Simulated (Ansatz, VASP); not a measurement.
## V: VASP beside Ansatz

```
CELL_PARAMETERS angstrom
2.81734 0.00000 0.00000
0.00000 2.81734 0.00000
0.00000 0.00000 2.81734
ATOMIC_POSITIONS crystal
V 0.00000 0.00000 0.00000
V 0.50000 0.50000 0.50000
```

Change from the starting cell: equal strain along all axes, cell held, atoms relaxed: -6.0 %.

Alike in both runs: task single point; functional PBE; k mesh 18 × 18 × 18; occupations gaussian, width 0.1 eV; no spin polarisation.

|  | VASP | Ansatz |
| --- | --- | --- |
| version | VASP 6.6.1 | Ansatz 0.2.0 |
| potentials or method | VASP PAW PBE potentials, release 64 (V_sv) | scalar-relativistic, plane waves, PAW |
| plane-wave cutoff (eV) | 520 | 420 |
| valence electrons in the cell | 26 | 26 |

Ansatz gave:

| Quantity | Value |
| --- | --- |
| gap on the k mesh at the Fermi level (eV) | none |
| pressure (GPa) | 47.6 |

What did VASP give for the same quantities?

gap on the k mesh at the Fermi level (eV): none; pressure (GPa): 48.2.

A gap of «none» marks a metal or a gap that the smearing closes. The functional is the same, so the differences come from potentials, cutoffs and numerics.

Caveats: so large a pressure means that the cell lies far from this level's equilibrium, or that cutoff or potentials fall short (VASP).
